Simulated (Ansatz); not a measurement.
Runs of Ansatz 0.2.0 on Nb. The structure is cubic, space group Im-3m (No. 229). The conventional cell has a = 3.328 Å, b = 3.328 Å, c = 3.328 Å, α = 90.00°, β = 90.00°, γ = 90.00°. Around Nb (site symmetry m-3m) lie 8 Nb at 2.88 Å. 

| task | level | cell | cutoff (eV) | smearing | gap on the mesh (eV) | pressure (GPa) | relaxed volume (Å³/atom) |
| --- | --- | --- | --- | --- | --- | --- | --- |
| relaxation of cell and atoms | revPBE | relaxed | - | fermi-dirac 0.05 eV | - | 0.0 | 18.43 |
| single point | PBE | as given | 217 | gaussian 0.015 eV | none | -1.7 | - |
| single point | PBE | as given | 217 | gaussian 0.024 eV | none | -1.7 | - |
| band structure | revPBE | as given | 217 | fermi-dirac 0.05 eV | - | 0.0 | - |
| relaxation of cell and atoms | PBEsol | relaxed | - | fermi-dirac 0.05 eV | - | 0.0 | (a) |

Alike in all rows: potentials or basis all-electron LAPW, scalar-relativistic; no spin polarisation; k mesh 11 × 11 × 11; basis error allowed 0.001 eV/atom.

Q: Estimate the missing entries.

A: (a) 17.59.

A k mesh can miss the band edges, and the runs leave out spin-orbit coupling on Nb.

A gap of «none» marks a metal or a gap under the smearing width.

Not every run made on this cell is shown here.
